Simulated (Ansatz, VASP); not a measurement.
**One calculation of GaN, two programs**

The input INCAR:

```
SYSTEM = GaN
ALGO = Fast
EDIFF = 1E-6
ENCUT = 520
GGA = PE
ISIF = 2
ISMEAR = -1
LASPH = .TRUE.
LCHARG = .FALSE.
LREAL = .FALSE.
LWAVE = .FALSE.
NBANDS = 26
NELM = 100
PREC = Accurate
SIGMA = 0.02
```

The input KPOINTS:

```
k-points
0
G
  12 12 6
  0 0 0
```

The input POSCAR:

```
GaN
1.0
    3.3525052180      0.0000000000      0.0000000000
   -1.6762526090      2.8579138548      0.0000000000
    0.0000000000      0.0000000000      4.7558752377
Ga N
2 2
Direct
    0.3328343405      0.6656686810      0.2500000000
    0.6671656595      0.3343313190      0.7500000000
    0.6683078147      0.3366156293      0.2500000000
    0.3316921853      0.6633843707      0.7500000000
```

Input for Ansatz:

```yaml
crystal:
  lattice:
    - [3.352505218, 0.0, 0.0]
    - [-1.676252609, 2.8579138548, 0.0]
    - [0.0, 0.0, 4.7558752377]
  atoms:
    - { symbol: Ga, position: [0.3328343405, 0.665668681, 0.25] }
    - { symbol: Ga, position: [0.6671656595, 0.334331319, 0.75] }
    - { symbol: "N", position: [0.6683078147, 0.3366156293, 0.25] }
    - { symbol: "N", position: [0.3316921853, 0.6633843707, 0.75] }
kpoints:
  mp_grid: { grid: [12, 12, 6] }
  band_path:
    path:
      - [0.0, 0.0, 0.0]
      - [0.5, 0.0, 0.0]
      - [0.3333333333, 0.3333333333, 0.0]
      - [0.0, 0.0, 0.5]
      - [0.5, 0.0, 0.5]
      - [0.3333333333, 0.3333333333, 0.5]
    npoints: 1
hamiltonian:
  xc: pbe
scf:
  occupations: { method: fermi_dirac, width: 0.02 }
  n_extra_bands: 5
output:
  forces: true
  stress: true
  eigenvalues: true
```

Change from the starting cell: uniaxial_x strain +1.6%.

Alike in both runs: task single point; functional PBE; k mesh 12 × 12 × 6; occupations fermi-dirac, width 0.02 eV; no spin polarisation.

|  | VASP | Ansatz |
| --- | --- | --- |
| version | VASP 6.6.1 | Ansatz 0.2.0 |
| potentials or method | VASP PAW PBE potentials, release 64 (Ga_d, N) | plane waves, PAW |
| plane-wave cutoff (eV) | 520 | 420 |
| valence electrons in the cell | 36 | 36 |

|  | VASP | Ansatz | Ansatz less VASP |
| --- | --- | --- | --- |
| gap on the k mesh at the Fermi level (eV) | 1.31 | 1.31 | -0.002 |
| pressure (GPa) | 2.7 | 2.7 | +0.01 |
| largest component of the traceless stress (GPa) | 1.82 | 1.75 | -0.067 |
| rms of the force components (eV/Å) | 0.003 | 0.004 | +0.0005 |

Atom by atom the forces differ by 0.000 eV/Å (rms over components). The functional is the same, so the differences come from potentials, cutoffs and numerics.
